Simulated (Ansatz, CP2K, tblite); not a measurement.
## Amorphous Hg30Se17S13 (60 atoms): one structure in several programs

How near do other programs and methods come to a plane-wave reference for amorphous Hg30Se17S13 (60 atoms)? A plane-wave run serves as the reference.

Program: Ansatz 0.2.0. Level of theory: Kohn-Sham DFT, PBE, PAW, plane waves. Results are calculated unless marked as measured.

**1. Set-up**

The cell holds 60 atoms: 30 Hg, 17 Se and 13 S. Its edges and angles: a = 11.949 Å, b = 11.949 Å, c = 11.949 Å, α = 90.0°, β = 90.0°, γ = 90.0°. 60 atoms (30 Hg, 17 Se, 13 S) placed at random at 7.57 g/cm³, melted at 2500 K for 10 ps at fixed volume with the Stillinger-Weber II-VI potential (Zhou et al., Phys. Rev. B 88, 085309 (2013)). Quenched from 2500 K to 300 K at 200 K/ps and fixed volume, held 5 ps. Then every atom was moved at random, 0.03 Å r.m.s. a Cartesian component.

**2. The reference run**

The PAW files are the set soft_2.

Contents of input.yaml:

```yaml
crystal:
  lattice:
    - [11.9488, 0.0, 0.0]
    - [0.0, 11.9488, 0.0]
    - [0.0, 0.0, 11.9488]
  atoms:
    - { symbol: Hg, position: [0.35734, 0.53631, 0.75837] }
    - { symbol: Hg, position: [0.868, 0.50862, 0.24249] }
    - { symbol: Hg, position: [0.05305, 0.87323, 0.22342] }
    - { symbol: Hg, position: [0.22235, 0.66755, 0.43677] }
    [... 50 atom lines left out ...]
    - { symbol: S, position: [0.03691, 0.68511, 0.13753] }
    - { symbol: S, position: [0.79833, 0.66825, 0.08728] }
    - { symbol: S, position: [0.14567, 0.45598, 0.2032] }
    - { symbol: S, position: [0.95202, 0.36597, 0.08705] }
    - { symbol: S, position: [0.01808, 0.58378, 0.40862] }
    - { symbol: S, position: [0.62082, 0.01562, 0.00833] }
kpoints:
  mp_grid: { grid: [1, 1, 1] }
hamiltonian:
  xc: pbe
scf:
  occupations: { method: fermi_dirac, width: 0.05 }
output:
  forces: true
  eigenvalues: true
  populations: true
  stress: true
```

On the command line:

```console
$ ansatz run input.yaml --threads 4 --pin off --max-ram 8192MiB --backend cpu --events-out ev --progress --plain --runs-dir out
```

What it wrote:

```text
[...]
Pseudopotentials: kind: paw
Pseudopotential: Hg, paw, valence charge 20, recommended cutoff 420 eV (normal), Hg.paw.azcp
Pseudopotential: Se, paw, valence charge 16, recommended cutoff 420 eV (normal), Se.paw.azcp
Pseudopotential: S, paw, valence charge 6, recommended cutoff 420 eV (normal), S.paw.azcp
[... 5 lines on functional and potentials left out ...]
Crystal: 60 atoms, lattice volume = 1705.976 Å³
Basis set: ecut = 420 eV, 33371 PW (Γ), exchange–correlation on 160×160×160 points (8 copies of the dense FFT grid, shifted against one another)
Bands: 570, of which v1, the nominal top of the filled ones, is band 475 counted from 1 (474 counted from 0)
Symmetry: 1 space group operations
Space group: P1 (ITA 1), of the structure as read, at distance tolerance 1.2e-4 Å
k-points: 1
[... 7 lines on functional and potentials left out ...]
Initial density: superposition of atomic densities (neutral atoms: chi_scale 0, normalization atom), corrected by the library's trained network
Initial wavefunctions: pseudopotential atomic-orbital guess
[...]
SCF iter   1: F=—  HF=-519091.630765 eV  |F-HF|=—  |Δ(HF+E_count)|=         —  Δρ=4.04e-3  dr2=6.44e-1  ethr=1.77e-3  ⟨swp⟩=5.0  Hψ=1849  notcnv=0  defer=49
preconditioner: auto → LDOS  [metal: Δε(μ)=0.071 eV  Ē_g=9.957 eV  σ=0.050 eV  W_gap=0.34  n_scr=460 (ndim 8)  ℏωp=20.9 eV  f_vac=0.143  D(μ)=27.48/eV (n_scr^D=146)  β→1.0]
[...]
SCF iter  11: F=—  HF=-519091.562840 eV  |F-HF|=—  |Δ(HF+E_count)|=   8.82e-8  Δρ=2.36e-6  dr2=2.24e-7  ethr=9.69e-11  ⟨swp⟩=2.0  Hψ=753  notcnv=0  defer=73
SCF iter  12: F=-519091.562840 eV  HF=-519091.562840 eV  |F-HF|=3.74e-8  |Δ(HF+E_count)|=   9.20e-9  Δρ=1.08e-6  dr2=4.81e-8  ethr=1.05e-11  ⟨swp⟩=10.0  Hψ=2579  notcnv=0
SCF 1 converged in 12 iterations: F = -519091.562840 eV  dr2 = 4.81e-8
[...]
SCF converged after 12 iterations
Free energy (F): -519091.562840 eV
Harris-Foulkes:  -519091.562840 eV  (|F-HF|=3.74e-8)
Internal energy: -519091.315691 eV  (E = F + TS)
E sigma→0 (E₀):  -519091.439265 eV
Entropy (-TS):   -0.247149 eV (-4.119 meV/atom)
Fermi energy:    8.042206 eV
--- Per-component energies (eV) ---
[...]
Σ components = -519091.562840   (vs F -519091.562840, Δ=0.00e0)
--- Forces (eV/Å), atoms counted from 1 ---
  atom   1  Hg    -0.37646136     0.27300281    -0.28267679
  atom   2  Hg     0.41832396     0.24757017     0.35439683
  atom   3  Hg     0.19696114     0.42158059    -0.00624745
  atom   4  Hg    -0.35168307     0.38255008    -0.29921466
[...]
atom  60  S     -0.26461002    -0.44355892     0.19681745
  max |Σ_I F_I| component: 4.60e-5 eV/Å
--- Stress (GPa, compression-positive) ---
        0.120990      -0.171997       0.153723
       -0.171997       0.576177      -0.164434
        0.153723      -0.164434       0.986958
  P = ⅓ Tr σ = 0.5614 GPa (5.614 kbar)
--- Band table (eV) ---
  k-point 0: bands = ["-106.8423", "-106.7847", "-106.7290", "-106.6886", [... 554 levels ...], "14.5547", "14.6225", "14.6977", "14.7428", "14.7929", "14.8266", "14.8584", "14.9272", "15.0264", "15.0478", "15.0667", "15.1552"]
--- Löwdin populations: 60 sites ---
  site symbol       q [e]
     0     Hg     19.1383
     1     Hg     19.1462
     2     Hg     19.0732
[...]
59      S      6.7388
  spilling = 0.006498 (of n_electrons = 950.000000)
```

Wall time 38 s (4 threads of Arm Neoverse V1, shared host); peak memory 2.6 GiB.

Read from the output:

| Item | Value |
| --- | --- |
| free energy | -519091.5628 eV |
| free energy per atom | -8651.5260 eV/atom |
| SCF cycles | 12 |
| pressure | 0.5614 GPa |
| r.m.s. force component | 0.4534 eV/Å |
| longest force | 1.697 eV/Å |
| Fermi energy | 8.042 eV |
| levels partly filled by over 2 per cent | 6 |
| spilling of the projection | 0.006498 |

Neighbours are counted within 3.35 Å (Hg-Se), 3.15 Å (Hg-S).

Length of the force by element and coordination:

```
element  coordination  atoms  mean length of the force (eV/Å)  spread   least   most
     Hg           all     30                            0.620   0.306  0.0718   1.70
     Hg             2      2                             1.06   0.633   0.431   1.70
     Hg             3     10                            0.701   0.240   0.279   1.01
     Hg             4     16                            0.519   0.226  0.0718   1.02
     Hg             5      2                            0.583  0.0387   0.544  0.622
      S           all     13                            0.721   0.298   0.328   1.42
      S             2      4                            0.825   0.364   0.451   1.42
      S             3      5                            0.651   0.263   0.328   1.12
      S             4      2                            0.658   0.313   0.346  0.971
      S             5      1                            0.790       0   0.790  0.790
      S             6      1                            0.707       0   0.707  0.707
     Se           all     17                            0.847   0.387   0.348   1.59
     Se             2      4                            0.856   0.224   0.622   1.22
     Se             3      2                            0.731   0.302   0.429   1.03
     Se             4      3                            0.828   0.456   0.432   1.47
     Se             5      8                            0.878   0.433   0.348   1.59
```

The levels nearest the highest filled one (over half full), pooled over k-points and spins:

```
level less the highest filled one (eV)  occupation
                                -0.361        2.00
                                -0.290        2.00
                                -0.202        1.98
                                -0.141        1.95
                               -0.0378        1.65
                                     0        1.38
                                0.0718       0.695
                                 0.133       0.271
                                 0.214        0.06
                                 0.334       0.006
                                 0.360       0.003
                                 0.439       0.001
```

**3. Structure statistics**

Density 7.57 g/cm³, 28.43 Å³ an atom.

Pair distribution functions g(r), in bins of 0.2 Å:

```csv
r (Å),total,Hg-Hg,Hg-Se,Hg-S,Se-Se,Se-S,S-S
2.40,0.12,0.00,0.00,0.57,0.00,0.00,0.00
2.60,2.33,0.00,3.88,5.71,0.00,0.00,0.00
2.80,2.18,0.00,5.31,2.91,0.00,0.00,0.97
3.00,0.98,0.17,1.50,0.99,0.53,0.00,5.48
3.20,0.91,1.01,0.65,0.17,3.59,0.00,3.07
3.40,0.94,1.69,0.12,0.44,2.89,0.00,3.41
3.60,0.61,1.30,0.10,0.67,0.71,0.00,1.27
3.80,0.65,1.36,0.18,0.48,0.32,0.83,0.55
4.00,1.10,1.98,0.74,0.77,0.60,0.96,1.50
4.20,1.29,1.56,0.97,1.49,1.60,1.22,0.45
4.40,1.40,1.08,1.17,1.25,1.93,2.54,1.25
4.60,1.15,1.14,0.75,1.31,1.13,2.05,0.38
4.80,0.95,0.80,0.92,0.91,1.22,0.93,1.78
5.00,0.89,0.90,0.91,0.83,1.48,0.63,0.64
5.20,0.84,0.78,1.03,0.64,0.70,1.04,0.59
5.40,1.07,1.34,1.23,0.65,0.80,1.26,0.55
5.60,0.86,1.01,0.88,0.95,0.59,0.49,1.03
5.80,1.00,0.62,0.99,1.34,0.97,0.64,2.38
```

Bonds by pair of elements; cutoffs follow the first minimum of g(r), held within bounds set by covalent radii, and pairs that aren't listed don't count as bonded:

```
pair A-B  cutoff (Å)  bonds  mean length (Å)  spread (Å)  shortest (Å)  B about A  A about B
   Hg-Se        3.35     66             2.80       0.174          2.51        2.2       3.88
    Hg-S        3.15     42             2.69       0.148          2.46        1.4       3.23
```

How many atoms have how many bonded neighbours:

```
element  mean  2   3   4  5  6
     Hg   3.6  2  10  16  2  0
      S  3.23  4   5   2  1  1
     Se  3.88  4   2   3  8  0
```

Rings of the network by King's shortest-path rule, up to 12 atoms, one path for each pair of neighbours; H, halogens, alkali and alkaline-earth atoms are left out, and the last column divides by all other atoms, bonded or not:

```csv
ring size (atoms),rings,per network atom
4,24,0.4
6,44,0.733
8,38,0.633
10,25,0.417
12,3,0.05
```

**4. The ladder**

The programs:
- CP2K 2026.2: Gaussian basis with GTH pseudopotentials and a plane-wave density; labels give functional, basis (MOLOPT sets; SR short-range, UZH the newer set with its own potentials), grid cutoff/relative cutoff and solver (OT: orbital transformation; TRS4, TC2, SIGN: linear-scaling purification with its sparsity filter), or its built-in tight binding.
- tblite 0.8.0: extended tight binding, driven from Python.

All use the same cell and atoms; the electronic-structure runs use the same k-mesh, and an electronic temperature of 580 K (0.05 eV) where levels are smeared.

Differences are against the plane-wave reference, forces as r.m.s. over components; share is that over the reference's r.m.s. force, slope the least-squares factor from reference forces to these. Total energies of different programs have different zeros and aren't compared.

```csv
run,"Δ force, r.m.s. (meV/Å)",share (%),slope,Δ pressure (GPa),cores,CPU time,memory (GiB)
reference,-,-,-,-,4,2.4 min,2.6
"CP2K PBE+D4, DZVP-MOLOPT-SR, 600/60 Ry, diagonalisation",50.8,11.2,1.041,-1.37,2,9.3 min,4.1
"CP2K PBE, DZVP-MOLOPT-SR, 420/60 Ry, diagonalisation (coarse)",46.9,10.4,1.043,0.467,2,8.4 min,2.5
"CP2K PBE, DZVP-MOLOPT-SR, 600/60 Ry, diagonalisation",46.9,10.4,1.043,0.467,2,9.5 min,4.1
"CP2K PBE, DZVP-MOLOPT-SR, 600/70 Ry, diagonalisation",46.9,10.4,1.043,0.467,2,11 min,4.1
"CP2K PBE, DZVP-MOLOPT-SR, 840/60 Ry, diagonalisation",46.9,10.4,1.043,0.467,2,12 min,6.8
"CP2K PBE, SZV-MOLOPT-SR, 600/60 Ry, diagonalisation (coarse)",356,78.5,1.434,2.97,1,5.5 min,3.8
"CP2K revPBE, PBE potentials, DZVP-MOLOPT-SR, 600/60 Ry, diagonalisation",52.7,11.6,1.058,1.64,2,9.6 min,4.0
tblite GFN1-xTB,334,73.7,0.902,-1.06,1,2.3 s,0.12
```

Rows marked coarse were listed beforehand as settings not expected to be converged; some can still land near the reference.

CPU time is summed over cores on a shared host, where runs went side by side, so it is rough. Symmetry, cutoffs, thresholds, outputs and thread counts weren't matched or tuned between programs; memory under MPI is the largest rank's times the ranks.

Runs without a result: CP2K GFN1-xTB, diagonalisation (not converged, the SCF not settling).

Mean charges by element (e), by run and scheme:

```csv
run,scheme,Hg,Se,S
"CP2K PBE+D4, DZVP-MOLOPT-SR, 600/60 Ry, diagonalisation",Mulliken,+0.01,-0.05,+0.04
"CP2K PBE+D4, DZVP-MOLOPT-SR, 600/60 Ry, diagonalisation",Hirshfeld,+0.19,-0.17,-0.21
"CP2K PBE, DZVP-MOLOPT-SR, 420/60 Ry, diagonalisation",Mulliken,+0.01,-0.05,+0.04
"CP2K PBE, DZVP-MOLOPT-SR, 420/60 Ry, diagonalisation",Hirshfeld,+0.19,-0.17,-0.21
"CP2K PBE, DZVP-MOLOPT-SR, 600/60 Ry, diagonalisation",Mulliken,+0.01,-0.05,+0.04
"CP2K PBE, DZVP-MOLOPT-SR, 600/60 Ry, diagonalisation",Hirshfeld,+0.19,-0.17,-0.21
"CP2K PBE, DZVP-MOLOPT-SR, 600/70 Ry, diagonalisation",Mulliken,+0.01,-0.05,+0.04
"CP2K PBE, DZVP-MOLOPT-SR, 600/70 Ry, diagonalisation",Hirshfeld,+0.19,-0.17,-0.21
"CP2K PBE, DZVP-MOLOPT-SR, 840/60 Ry, diagonalisation",Mulliken,+0.01,-0.05,+0.04
"CP2K PBE, DZVP-MOLOPT-SR, 840/60 Ry, diagonalisation",Hirshfeld,+0.19,-0.17,-0.21
"CP2K revPBE, PBE potentials, DZVP-MOLOPT-SR, 600/60 Ry, diagonalisation",Mulliken,+0.03,-0.07,+0.01
"CP2K revPBE, PBE potentials, DZVP-MOLOPT-SR, 600/60 Ry, diagonalisation",Hirshfeld,+0.20,-0.18,-0.22
tblite GFN1-xTB,Mulliken,+0.20,-0.13,-0.30
```

Within one program, basis, potentials and functional, energies share a zero. Each run against its twin at the usual cutoff or grid and solver:

| run | twin | Δ energy (meV/atom) | Δ force, r.m.s. (meV/Å) | CPU time over the twin's |
| --- | --- | --- | --- | --- |
| CP2K PBE, DZVP-MOLOPT-SR, 420/60 Ry, diagonalisation | DZVP-MOLOPT-SR, 600/60 Ry, diagonalisation | 2.0e-4 | 0.064 | 0.88 |
| CP2K PBE, DZVP-MOLOPT-SR, 600/70 Ry, diagonalisation | DZVP-MOLOPT-SR, 600/60 Ry, diagonalisation | 1.0e-4 | 0.001 | 1.1 |
| CP2K PBE, DZVP-MOLOPT-SR, 840/60 Ry, diagonalisation | DZVP-MOLOPT-SR, 600/60 Ry, diagonalisation | 1.0e-4 | 0.045 | 1.2 |

**5. Summary of results**

| Quantity | Value |
| --- | --- |
| reference r.m.s. force component | 0.453 eV/Å |
| nearest in forces | a tie at 10 % of 4 runs: CP2K PBE, DZVP-MOLOPT-SR, 420/60 Ry, diagonalisation (coarse); CP2K PBE, DZVP-MOLOPT-SR, 600/60 Ry, diagonalisation; CP2K PBE, DZVP-MOLOPT-SR, 600/70 Ry, diagonalisation; others |
| farthest in forces | CP2K PBE, SZV-MOLOPT-SR, 600/60 Ry, diagonalisation (coarse), 78 % |
| cheapest electronic-structure run beside the reference | tblite GFN1-xTB, 2.3 s of CPU time |

The PBE runs in local orbitals, coarse settings apart, differ by 10 % in each run; basis, grid and potentials can all enter. Tight binding differs by 74 % (tblite GFN1-xTB); it is another model, with fitted parameters of its own, and the xTB methods hold dispersion. Rows with another functional or a dispersion term differ by 11 % (CP2K PBE+D4, DZVP-MOLOPT-SR, 600/60 Ry, diagonalisation) to 12 % (CP2K revPBE, PBE potentials, DZVP-MOLOPT-SR, 600/60 Ry, diagonalisation), which mixes the change of model with differences of basis and potentials, some of them made for another functional. Runs with settings chosen to be coarse differ by 10 % (CP2K PBE, DZVP-MOLOPT-SR, 420/60 Ry, diagonalisation) to 78 % (CP2K PBE, SZV-MOLOPT-SR, 600/60 Ry, diagonalisation), their programs' other errors included. One electronic-structure run takes under half the reference's CPU time: tblite GFN1-xTB, at 74 % in 2.3 s against 2.4 min, too far off to be of use. In pressure, CP2K PBE, SZV-MOLOPT-SR, 600/60 Ry, diagonalisation misses by +3.0 GPa, at the same functional. Charges hang on model, scheme and program or settings: among these rows the mean for S runs from -0.30 to +0.04 e. In the reference: counting bands leaves a spacing of only 0.072 eV (at Γ alone), which the smearing bridges: 6 levels are partly filled by over 2 %, so a gap, if any, is small at this level. In the reference: first main peaks of g(r), for some of the pairs, lie near 2.7 Å (Hg-Se), 2.6 Å (Hg-S), 3.3 Å (Se-Se), 4.5 Å (Se-S) and 3.0 Å (S-S). Periodic xTB results under one method name differ between programs and library versions. The potentials hold different valence shells: 950 electrons in the reference, 540 in CP2K with SZV-MOLOPT-SR; this bears on time and differences. The quench rate of 200 K/ps is many orders above laboratory rates, so the cell is likely richer in defects and strain than a real sample. The network of bonds at the start is that of the classical potential that made the cell, and needn't be the one that DFT or experiment would give. The electronic-structure runs sample only Γ, in a cell whose shortest periodic width is 12 Å, which is coarse for a cell with partly filled levels. Spin–orbit coupling is left out, which matters for the levels of the heavy elements.

[Also dropped from logs without a mark: logging warnings of Python, and SIESTA's first energy breakdown and zero terms.]

[Logs are printed without paths, hosts, clocks, repeated set-up lines and the standing remarks that a program may print on its own settings, such as how far it seeks lower states.]

[Hosts, paths, dates, database ids (printed as entryN), source tags and the programs' standing remarks are cut or masked in the printed files.]
